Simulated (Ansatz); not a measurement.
Runs of Ansatz 0.2.0 on CoO. It takes space group F-43m (No. 216, cubic). Conventional cell: a = 4.687 Å, b = 4.687 Å, c = 4.687 Å, α = 90.00°, β = 90.00°, γ = 90.00°. Co (site symmetry -43m) is surrounded by 4 O at 2.03 Å. O (site symmetry -43m) has 4 Co at 2.03 Å as nearest neighbours. Measurements of this composition are mostly on another form, of space group No. 225.

| task | level | cell | points for each segment of the path | gap on the mesh (eV) | pressure (GPa) | moment (μB) | relaxed volume (Å³/atom) |
| --- | --- | --- | --- | --- | --- | --- | --- |
| single point | PBEsol0 | as given | - | 2.42 | -12.7 | 3.00 | - |
| band structure | HSE03 | as given | 4 | 1.58 | -8.2 | 3.00 | - |
| band structure | HSEsol | as given | 4 | (c) | -12.7 | 3.00 | - |
| relaxation of cell and atoms | HSEsol | relaxed | - | 1.65 | 0.0 | 3.00 | (a) |
| relaxation of cell and atoms | HSE03 | relaxed | - | (b) | 0.0 | 3.00 | 12.07 |
| relaxation of cell and atoms | PBEsol0 | relaxed | - | 2.38 | 0.0 | 3.00 | 11.65 |

Alike in all rows: potentials or basis Ansatz PAW; spin collinear, ferromagnetic start; k mesh 5 × 5 × 5; cutoff (eV) 420; smearing fermi-dirac 0.05 eV; the mesh is coarse, so values aren't converged.

Question: Fill in the values left out.

Answer: (a) 11.66; (b) 1.54; (c) 1.70.

Caveats: all runs use coarse meshes; the magnetic or orbital state may not be the lowest; a cell with one magnetic atom can't hold antiferromagnetic order, which such compounds often take; the PAW data sets come from PBE, with cores solved anew for the run's functional, which leaves a small shift of forces and pressure; odd divisions of the mesh miss points on the zone boundary, where band edges often lie, so the gap on the mesh can be too wide (some runs); the thresholds are loose for stress (some runs); the plane-wave basis is chosen anew once the cell has moved, so the energies of steps on either side of that aren't comparable (some runs).

